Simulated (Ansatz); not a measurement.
# Fe: the cost of one run

Method: DFT PBE, scalar-relativistic, in Ansatz 0.2.0.

### 1 The structure to begin with

It takes space group Fmmm (No. 69, orthorhombic). The conventional cell has a = 2.997 Å, b = 3.883 Å, c = 3.930 Å, α = 90.00°, β = 90.00°, γ = 90.00°. Fe (site symmetry mmm) has 12 Fe at 2.45 to 2.76 Å as nearest neighbours.

Structure file:

```
CELL_PARAMETERS angstrom
0.00000 1.94174 1.96511
1.49844 0.00000 1.96511
1.49844 1.94174 0.00000
ATOMIC_POSITIONS crystal
Fe 0.00000 0.00000 0.00000
```

### 2 After the deformation

Space group Fmmm before, Fmmm after.

### 3 All-electron LAPW

input.yaml

```yaml
crystal:
  lattice:
    - [0.0, 1.9417396906, 1.9454541107]
    - [1.4984397099, 0.0, 1.9454541107]
    - [1.4984397099, 1.9417396906, 0.0]
  atoms:
    - { symbol: Fe, position: [0.0, 0.0, 0.0], spin: 3.0 }
magnetization:
  spin_polarized: true
kpoints:
  mp_grid: { grid: [16, 16, 16] }
  band_path:
    path:
      - [0.0, 0.0, 0.0]
      - [0.5, 0.0, 0.5]
      - [0.5, 0.2494320347, 0.7494320347]
      - [0.5, 0.7505679653, 0.2505679653]
      - [0.5, 0.5, 0.0]
      - [0.9207547378, 0.5, 0.4207547378]
      - [0.0792452622, 0.5, 0.5792452622]
      - [0.0, 0.5, 0.5]
      - [0.0795487341, 0.5795487341, 0.5]
    npoints: 5
scf:
  occupations: { method: fermi_dirac, width: 0.05 }
hamiltonian:
  xc: pbe
  pseudopotentials: { kind: all_electron, lapw: { basis_error: 0.0005 } }
output:
  forces: true
  stress: true
  eigenvalues: true
```

Command:

```console
$ ansatz run input.yaml --threads 1 --pin off --max-ram 3072MiB --backend cpu --events-out ev --progress --plain --runs-dir out
```

Q: Estimate wall time and peak memory on 1 thread of Intel Xeon Platinum 8488C (Sapphire Rapids), shared host.

About 83 s, with a peak of 1 GiB.
